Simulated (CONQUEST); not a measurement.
Cd:

```
CELL_PARAMETERS angstrom
2.97887 0.00000 0.00000
0.00000 5.15955 0.00000
0.00000 0.00000 5.61765
ATOMIC_POSITIONS crystal
Cd 0.00000 0.33333 0.25000
Cd 0.50000 0.83333 0.25000
Cd 0.00000 0.66667 0.75000
Cd 0.50000 0.16667 0.75000
```

```yaml
Program: CONQUEST 1.3
Task: single point
Functional: PBE
Potentials_or_basis: PseudoDojo NC PBE, DZP, grid cutoff 120 Ha
k_mesh: 9 × 5 × 5
Occupations: fermi-dirac, width 0.05 eV
Spin: no spin polarisation
```

On this cell: pressure 4.1 GPa; largest force under 0.003 eV/Å; band gap on the k mesh none (metal or under the smearing width).

The same run follows on a disturbed copy (atoms moved at random, drawn with an rms of 0.05 Å):

```
Cd
1.0
     2.97887    0.00000    0.00000
     0.00000    5.15955    0.00000
     0.00000    0.00000    5.61765
Cd
4
Direct
  0.00154 0.32794 0.23873
  0.50154 0.82794 0.23873
  0.02505 0.65607 0.74200
  0.52504 0.15607 0.74200
```

Problem. What changes?

Solution. The energy (extrapolated to zero smearing) moves by +1.0 meV/atom; pressure 3.9 GPa; largest force 0.049 eV/Å; band gap on the k mesh none (metal or under the smearing width).

Forces in eV/Å, atoms in the order of the input:
```
Cd   0.012 -0.021  0.026
Cd   0.012 -0.021  0.026
Cd  -0.007  0.010 -0.047
Cd  -0.007  0.010 -0.047
```

Stress tensor (GPa, compression positive):
```
 3.22 -0.14  0.01
-0.14  4.64 -0.03
 0.01 -0.03  3.94
```

The forces don't sum to zero, so they hold noise of the program's grid.

Caveats: the box holds several primitive cells, so bands are folded and the points are those of the box's own zone; the basis of atomic orbitals isn't converged, which shifts pressures, moduli and gaps.
